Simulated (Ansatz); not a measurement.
The calculation used DFT PBE, scalar-relativistic, plane waves, PAW (Ansatz 0.2.0). Settings: cutoff 420 eV, Γ-centred meshes spaced at most about 0.3 Å⁻¹, and about 0.25 Å⁻¹ or finer for metals (2π included), Gaussian smearing. No spin polarisation.

Temperature and zero-point effects are left out.

Two relaxed structures of MoH₅:

1. Space group F-43m (No. 216), cubic, a = 4.878 Å. H on a site of symmetry 3m has 6 H at 1.69–1.76 Å, 3 Mo at 2.02 Å and 3 H at 2.03 Å; around H on a site of symmetry -43m lie 12 H at 2.03 Å and 4 Mo at 2.11 Å; around Mo lie 16 H at 2.02–2.11 Å.

2. Space group P4mm (No. 99), tetragonal, a = 2.740 Å, c = 7.831 Å. Around H on a site of symmetry m lies 1 H at 0.73 Å; around H on a site of symmetry 4mm lies 1 Mo at 1.67 Å; Mo has 1 H at 1.67 Å and 4 Mo at 2.74 Å.

Question: Which is lower in energy, and by how much?

Answer: Cell 1 is lower, by 63 meV/atom. Cell 1 has space group F-43m (No. 216), 4.8 Å³/atom and no gap on its mesh; cell 2 has space group P4mm (No. 99), 9.8 Å³/atom and no gap. Counting H atoms around Mo (those within 1.25 times the shortest such distance or 1.15 times the sum of covalent radii, 1.27 where that leaves under three), cell 1 has Mo 16 and cell 2 has Mo 1. Cell 2 holds H–H pairs as short as in free H₂ molecules (shortest 0.73 Å); in cell 1 the shortest H–H distance is 1.69 Å. Even the lower one lies +0.64 eV/atom against the reference forms of the elements (uncorrected), so neither is stable at this level. Both come from invented guesses. The lowest form computed isn't among them: it has H and Mo ordered on hcp sites, space group P-62m (No. 189), 5.3 Å³/atom and lies 0.33 eV/atom below the best shown.

Weakly bound directions are ill-defined at this level, which has no dispersion term (P4mm), and this can change margins and order among such cells. With hydrogen, zero-point motion can shift such differences by 10 meV/atom or more. Cells relaxed within their symmetry can be saddle points. Some candidate types were left out of the draw beforehand, so a known form may be missing.
